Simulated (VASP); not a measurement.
# MgS (Niningerite) (Fm-3m) in VASP: further runs

Aim: see how the results for MgS (Niningerite) move with the level of theory and the settings. Levels: BEEF-vdW, PBEsol. Tasks: density of states, equation of state.

All numbers are computed with VASP 6.6.1; they aren't measurements. Logs are shortened: lines on timing, memory, paths and dates and some standing lists are left out, and cuts for length are marked.

### 1 Starting point

It takes space group Fm-3m (No. 225, cubic). Conventional cell: a = 5.203 Å, b = 5.203 Å, c = 5.203 Å, α = 90.00°, β = 90.00°, γ = 90.00°. S (site symmetry m-3m) is surrounded by 6 Mg at 2.60 Å. Around Mg (site symmetry m-3m) lie 6 S at 2.60 Å.

### 2 Density of states, BEEF-vdW

The input, run.py:

```python
from ase.calculators.vasp import Vasp
from ase.dft.dos import DOS
from ase.io import read

atoms = read('MgS.cif', primitive_cell=True, subtrans_included=False)
calc = Vasp(
    directory='calc',
    xc='beef-vdw',
    pp='PBE',
    setups='materialsproject',
    prec='Accurate',
    encut=520,
    ediff=1e-07,
    ismear=0,
    sigma=0.05,
    lreal=False,
    lasph=True,
    nelm=100,
    algo='Normal',
    isif=2,
    lwave=False,
    lcharg=False,
    lorbit=11,
    kpts=[9, 9, 9],
    gamma=True,
)
atoms.calc = calc

print('energy (eV):', atoms.get_potential_energy())
print('free energy (eV):', atoms.get_potential_energy(force_consistent=True))
print('forces (eV/A):')
print(atoms.get_forces())
print('stress (eV/A^3, Voigt):', atoms.get_stress())
print('Fermi level (eV):', calc.get_fermi_level())
dos = DOS(calc, width=0.1, window=(-10, 10), npts=301)
print('E - E_F (eV), DOS (1/eV)')
for e, g in zip(dos.get_energies(), dos.get_dos()):
    print(f'{e:8.3f} {g:10.4f}')
```

The input, MgS.cif:

```cif
data_MgS
_cell_length_a 5.20330000
_cell_length_b 5.20330000
_cell_length_c 5.20330000
_cell_angle_alpha 90.00000000
_cell_angle_beta 90.00000000
_cell_angle_gamma 90.00000000
_space_group_name_H-M_alt 'Fm-3m'
_space_group_name_Hall '-F 4 2 3'
_space_group_IT_number 225
loop_
_space_group_symop_operation_xyz
'x,y,z'
'-x,-y,-z'
'-y,x,z'
'y,-x,-z'
'-x,-y,z'
'x,y,-z'
'y,-x,z'
'-y,x,-z'
'x,-y,-z'
'-x,y,z'
'-y,-x,-z'
'y,x,z'
'-x,y,-z'
'x,-y,z'
'y,x,-z'
'-y,-x,z'
'z,x,y'
'-z,-x,-y'
'z,-y,x'
'-z,y,-x'
'z,-x,-y'
'-z,x,y'
'z,y,-x'
'-z,-y,x'
'-z,x,-y'
'z,-x,y'
'-z,-y,-x'
'z,y,x'
'-z,-x,y'
'z,x,-y'
'-z,y,x'
'z,-y,-x'
'y,z,x'
'-y,-z,-x'
'x,z,-y'
'-x,-z,y'
'-y,z,-x'
'y,-z,x'
'-x,z,y'
'x,-z,-y'
'-y,-z,x'
'y,z,-x'
'-x,-z,-y'
'x,z,y'
'y,-z,-x'
'-y,z,x'
'x,-z,y'
'-x,z,-y'
'x,y+1/2,z+1/2'
'-x,-y+1/2,-z+1/2'
'-y,x+1/2,z+1/2'
'y,-x+1/2,-z+1/2'
[... 63 lines left out ...]
'-z+1/2,y,-x+1/2'
'z+1/2,-x,-y+1/2'
'-z+1/2,x,y+1/2'
'z+1/2,y,-x+1/2'
'-z+1/2,-y,x+1/2'
'-z+1/2,x,-y+1/2'
'z+1/2,-x,y+1/2'
'-z+1/2,-y,-x+1/2'
'z+1/2,y,x+1/2'
'-z+1/2,-x,y+1/2'
'z+1/2,x,-y+1/2'
'-z+1/2,y,x+1/2'
'z+1/2,-y,-x+1/2'
'y+1/2,z,x+1/2'
'-y+1/2,-z,-x+1/2'
'x+1/2,z,-y+1/2'
'-x+1/2,-z,y+1/2'
'-y+1/2,z,-x+1/2'
'y+1/2,-z,x+1/2'
'-x+1/2,z,y+1/2'
'x+1/2,-z,-y+1/2'
'-y+1/2,-z,x+1/2'
'y+1/2,z,-x+1/2'
'-x+1/2,-z,-y+1/2'
'x+1/2,z,y+1/2'
'y+1/2,-z,-x+1/2'
'-y+1/2,z,x+1/2'
'x+1/2,-z,y+1/2'
'-x+1/2,z,-y+1/2'
'x+1/2,y+1/2,z'
'-x+1/2,-y+1/2,-z'
'-y+1/2,x+1/2,z'
'y+1/2,-x+1/2,-z'
'-x+1/2,-y+1/2,z'
'x+1/2,y+1/2,-z'
'y+1/2,-x+1/2,z'
'-y+1/2,x+1/2,-z'
'x+1/2,-y+1/2,-z'
'-x+1/2,y+1/2,z'
'-y+1/2,-x+1/2,-z'
'y+1/2,x+1/2,z'
'-x+1/2,y+1/2,-z'
'x+1/2,-y+1/2,z'
'y+1/2,x+1/2,-z'
'-y+1/2,-x+1/2,z'
'z+1/2,x+1/2,y'
'-z+1/2,-x+1/2,-y'
'z+1/2,-y+1/2,x'
'-z+1/2,y+1/2,-x'
'z+1/2,-x+1/2,-y'
'-z+1/2,x+1/2,y'
'z+1/2,y+1/2,-x'
'-z+1/2,-y+1/2,x'
'-z+1/2,x+1/2,-y'
'z+1/2,-x+1/2,y'
'-z+1/2,-y+1/2,-x'
'z+1/2,y+1/2,x'
'-z+1/2,-x+1/2,y'
'z+1/2,x+1/2,-y'
'-z+1/2,y+1/2,x'
'z+1/2,-y+1/2,-x'
'y+1/2,z+1/2,x'
'-y+1/2,-z+1/2,-x'
'x+1/2,z+1/2,-y'
'-x+1/2,-z+1/2,y'
'-y+1/2,z+1/2,-x'
'y+1/2,-z+1/2,x'
'-x+1/2,z+1/2,y'
'x+1/2,-z+1/2,-y'
'-y+1/2,-z+1/2,x'
'y+1/2,z+1/2,-x'
'-x+1/2,-z+1/2,-y'
'x+1/2,z+1/2,y'
'y+1/2,-z+1/2,-x'
'-y+1/2,z+1/2,x'
'x+1/2,-z+1/2,y'
'-x+1/2,z+1/2,-y'
loop_
_atom_site_label
_atom_site_type_symbol
_atom_site_symmetry_multiplicity
_atom_site_Wyckoff_symbol
_atom_site_fract_x
_atom_site_fract_y
_atom_site_fract_z
_atom_site_occupancy
S1 S 4 b 0.5000000000 0.0000000000 0.0000000000 1
Mg1 Mg 4 a 0.0000000000 0.0000000000 0.0000000000 1
```

Potentials or basis: VASP PAW PBE potentials, release 64 (S, Mg_pv).

Launch:

```sh
python run.py
```

Log:

```text
<dir> UserWarning: vdW has been enabled, however no location for the vdw_kernel.bindat file has been specified. Set ASE_VASP_VDW environment variable to copy the vdW kernel.
  warnings.warn(
energy (eV): -4.82340412
free energy (eV): -4.82340412
forces (eV/A):
[[ 0. -0.  0.]
 [-0.  0. -0.]]
stress (eV/A^3, Voigt): [-0.01041333 -0.01041333 -0.01041333 -0.          0.          0.        ]
Fermi level (eV): 3.56726306
E - E_F (eV), DOS (1/eV)
 -10.000     0.0000
  -9.933     0.0000
  -9.867     0.0000
  -9.800     0.0000
  -9.733     0.0000
  -9.667     0.0000
[... 293 lines left out ...]
   9.933     1.3647
  10.000     0.7896
```

Run time: 57 s. Hardware: 1 thread of Intel Xeon Platinum 8259CL at 2.50GHz (Skylake/Cascade Lake), shared host; peak memory 0.32 GiB.

What came out:

* Free energy: -4.8234 eV
* Pressure: 1.7 GPa
* Band gap on the k mesh: 3.14 eV, indirect (least direct gap 3.98 eV)
* Valence electrons inside the program's atomic spheres: S 3.88; Mg 6.23

Levels at points of the mesh, in eV from the valence-band top:
```
           k point  band 4  band 5  band 6  band 7  band 8  band 9  band 10  band 11
(0.00, 0.00, 0.00)  -12.62    0.00    0.00    0.00    3.98    8.19     8.19     8.19
```

States per cell in windows of 0.5 eV (zero at the valence-band top; states under -8 eV left out):
```tsv
from (eV)	total	S1_p	Mg2_s	Mg2_p	S1_s	Mg2_d	S1_d
-8.0	0.00	0.00	0.00	0.00	0.00	0.00	0.00
-7.5	0.00	0.00	0.00	0.00	0.00	0.00	0.00
-7.0	0.00	0.00	0.00	0.00	0.00	0.00	0.00
-6.5	0.00	0.00	0.00	0.00	0.00	0.00	0.00
-6.0	0.00	0.00	0.00	0.00	0.00	0.00	0.00
-5.5	0.00	0.00	0.00	0.00	0.00	0.00	0.00
-5.0	0.01	0.00	0.00	0.00	0.00	0.00	0.00
-4.5	0.19	0.06	0.01	0.00	0.00	0.00	0.00
-4.0	0.98	0.32	0.04	0.02	0.01	0.00	0.00
-3.5	0.46	0.16	0.02	0.01	0.01	0.00	0.00
-3.0	0.54	0.20	0.02	0.01	0.01	0.00	0.00
-2.5	0.30	0.12	0.00	0.01	0.00	0.00	0.00
-2.0	0.97	0.41	0.01	0.02	0.01	0.00	0.00
-1.5	0.61	0.28	0.01	0.01	0.00	0.00	0.00
-1.0	1.32	0.66	0.00	0.02	0.00	0.01	0.00
-0.5	0.53	0.29	0.00	0.00	0.00	0.01	0.00
0.0	0.09	0.05	0.00	0.00	0.00	0.00	0.00
0.5	0.00	0.00	0.00	0.00	0.00	0.00	0.00
1.0	0.00	0.00	0.00	0.00	0.00	0.00	0.00
1.5	0.00	0.00	0.00	0.00	0.00	0.00	0.00
2.0	0.00	0.00	0.00	0.00	0.00	0.00	0.00
2.5	0.00	0.00	0.00	0.00	0.00	0.00	0.00
3.0	0.05	0.00	0.01	0.00	0.00	0.00	0.00
3.5	0.05	0.00	0.01	0.00	0.00	0.00	0.00
4.0	0.17	0.01	0.04	0.00	0.01	0.00	0.00
4.5	0.25	0.01	0.04	0.01	0.01	0.00	0.00
5.0	0.82	0.05	0.10	0.03	0.04	0.01	0.00
5.5	0.51	0.03	0.04	0.02	0.04	0.01	0.00
6.0	0.62	0.04	0.05	0.03	0.02	0.01	0.00
6.5	0.63	0.06	0.02	0.03	0.01	0.01	0.00
7.0	0.75	0.07	0.03	0.06	0.02	0.01	0.00
7.5	0.63	0.05	0.01	0.05	0.00	0.01	0.00
```

Caveat: the PAW data sets were made with another functional, which shifts forces and pressure a little; an odd mesh through Γ misses points on the zone boundary, where band edges often lie.

### 3 Equation of state, PBEsol, 16.66 Å³/atom (a relaxed cell with its volume scaled by 0.96)

The input, INCAR:

```
SYSTEM = MgS
ALGO     = Normal         ! electronic algorithm
EDIFF    = 1E-6           ! SCF threshold, eV
ENCUT    = 520            ! plane-wave cutoff, eV
GGA      = PS             ! functional
ISIF     = 2              ! what is computed and relaxed
ISMEAR   = 0              ! smearing method
LASPH    = .TRUE.         ! aspherical terms in the spheres
LCHARG   = .FALSE.        ! write CHGCAR
LREAL    = .FALSE.        ! projectors in reciprocal space
LWAVE    = .FALSE.        ! write WAVECAR
NELM     = 100            ! most SCF steps
PREC     = Accurate       ! precision mode
SIGMA    = 0.02           ! smearing width, eV
```

The input, KPOINTS:

```
k-points
0
G
  8 8 8
  0 0 0
```

The input, POSCAR:

```
MgS                                     
1.0
    0.0000000000      2.5541419672      2.5541419672
    2.5541419672      0.0000000000      2.5541419672
    2.5541419672      2.5541419672      0.0000000000
  S               Mg            
     1     1
Direct
     0.5000000000000000    0.5000000000000000    0.5000000000000000
     0.0000000000000000    0.0000000000000000    0.0000000000000000
```

Potentials or basis: VASP PAW PBE potentials, release 64 (S, Mg).

Launch:

```sh
cat potpaw_PBE.64/S/POTCAR potpaw_PBE.64/Mg/POTCAR > POTCAR
mpirun -np 1 vasp_std > vasp.out
```

Wall time 7.7 s (1 thread of AMD EPYC 7R13 (Zen 3), shared host); peak memory 0.13 GiB.

Results (log left out):

```
Free energy            : -9.0603 eV
Pressure               : 3.5 GPa
Band gap on the k mesh : 2.82 eV, indirect (least direct gap 4.04 eV)
```

Caveat: the PAW data sets were made with another functional, which shifts forces and pressure a little.

### 4 Equation of state, PBEsol, 17.01 Å³/atom (a relaxed cell with its volume scaled by 0.98)

INCAR is that of step 3.

KPOINTS is that of step 3.

The input, POSCAR:

```
MgS                                     
1.0
    0.0000000000      2.5717572960      2.5717572960
    2.5717572960      0.0000000000      2.5717572960
    2.5717572960      2.5717572960      0.0000000000
  S               Mg            
     1     1
Direct
     0.5000000000000000    0.5000000000000000    0.5000000000000000
     0.0000000000000000    0.0000000000000000    0.0000000000000000
```

Launch:

```sh
cat potpaw_PBE.64/S/POTCAR potpaw_PBE.64/Mg/POTCAR > POTCAR
mpirun -np 1 vasp_std > vasp.out
```

Wall time 7.3 s (1 thread of AMD EPYC 7R13 (Zen 3), shared host); peak memory 0.12 GiB.

It converged, with:

```yaml
Free_energy: -9.0715 eV
Pressure: 1.6 GPa
Band_gap_on_the_k_mesh: 2.78 eV, indirect (least direct gap 3.87 eV)
```

Caveat: the PAW data sets were made with another functional, which shifts forces and pressure a little.

### 5 Equation of state, PBEsol, 17.36 Å³/atom

INCAR is that of step 4.

KPOINTS is that of step 4.

The input, POSCAR:

```
MgS                                     
1.0
    0.0000000000      2.5891345617      2.5891345617
    2.5891345617      0.0000000000      2.5891345617
    2.5891345617      2.5891345617      0.0000000000
  S               Mg            
     1     1
Direct
     0.5000000000000000    0.5000000000000000    0.5000000000000000
     0.0000000000000000    0.0000000000000000    0.0000000000000000
```

Launch:

```sh
cat potpaw_PBE.64/S/POTCAR potpaw_PBE.64/Mg/POTCAR > POTCAR
mpirun -np 1 vasp_std > vasp.out
```

Wall time 8.3 s (1 thread of AMD EPYC 7R13 (Zen 3), shared host); peak memory 0.12 GiB.

It converged, with:

```yaml
Free_energy: -9.0751 eV
Pressure: 0.0 GPa
Band_gap_on_the_k_mesh: 2.73 eV, indirect (least direct gap 3.71 eV)
```

Caveat: the PAW data sets were made with another functional, which shifts forces and pressure a little.

### 6 Equation of state, PBEsol, 17.70 Å³/atom (a relaxed cell with its volume scaled by 1.02)

INCAR is that of step 5.

KPOINTS is that of step 5.

The input, POSCAR:

```
MgS                                     
1.0
    0.0000000000      2.6062816479      2.6062816479
    2.6062816479      0.0000000000      2.6062816479
    2.6062816479      2.6062816479      0.0000000000
  S               Mg            
     1     1
Direct
     0.5000000000000000    0.5000000000000000    0.5000000000000000
     0.0000000000000000    0.0000000000000000    0.0000000000000000
```

Potentials or basis: VASP PAW PBE potentials, release 64 (S, Mg).

Launch:

```sh
cat potpaw_PBE.64/S/POTCAR potpaw_PBE.64/Mg/POTCAR > POTCAR
mpirun -np 1 vasp_std > vasp.out
```

Run time: 7.6 s. Hardware: 1 thread of AMD EPYC 7R13 (Zen 3), shared host; peak memory 0.13 GiB.

Results (log left out):

* Free energy: -9.0718 eV
* Pressure: -1.5 GPa
* Band gap on the k mesh: 2.69 eV, indirect (least direct gap 3.55 eV)

Caveat: the PAW data sets were made with another functional, which shifts forces and pressure a little.

### 7 Equation of state, PBEsol, 18.05 Å³/atom (a relaxed cell with its volume scaled by 1.04)

INCAR is that of step 6.

KPOINTS is that of step 6.

The input, POSCAR:

```
MgS                                     
1.0
    0.0000000000      2.6232060289      2.6232060289
    2.6232060289      0.0000000000      2.6232060289
    2.6232060289      2.6232060289      0.0000000000
  S               Mg            
     1     1
Direct
     0.5000000000000000    0.5000000000000000    0.5000000000000000
     0.0000000000000000    0.0000000000000000    0.0000000000000000
```

Launch:

```sh
cat potpaw_PBE.64/S/POTCAR potpaw_PBE.64/Mg/POTCAR > POTCAR
mpirun -np 1 vasp_std > vasp.out
```

It took 8.1 s on 1 thread of AMD EPYC 7R13 (Zen 3), shared host; peak memory 0.13 GiB.

It converged, with:

```yaml
Free_energy: -9.0624 eV
Pressure: -2.9 GPa
Band_gap_on_the_k_mesh: 2.65 eV, indirect (least direct gap 3.40 eV)
```

Caveat: the PAW data sets were made with another functional, which shifts forces and pressure a little.

### 8 Equation of state, PBEsol

This run uses another cell than the first one, of 17.36 Å³/atom, 0.986 times its volume.

This step only gathers the single runs of the series.

What came out:

| Property | Result |
| --- | --- |
| Equilibrium volume | 17.36 Å³/atom |
| Bulk modulus | 79 GPa |
| Pressure derivative of the bulk modulus | 4.0 (rough: it moves with the points fitted) |

Energy against volume, from the lowest point:
```tsv
volume (Å³/atom)	energy (meV/atom)
16.662	7.40
17.009	1.81
17.357	0.00
17.704	1.63
18.051	6.35
```

Caveat: the PAW data sets were made with another functional, which shifts forces and pressure a little.
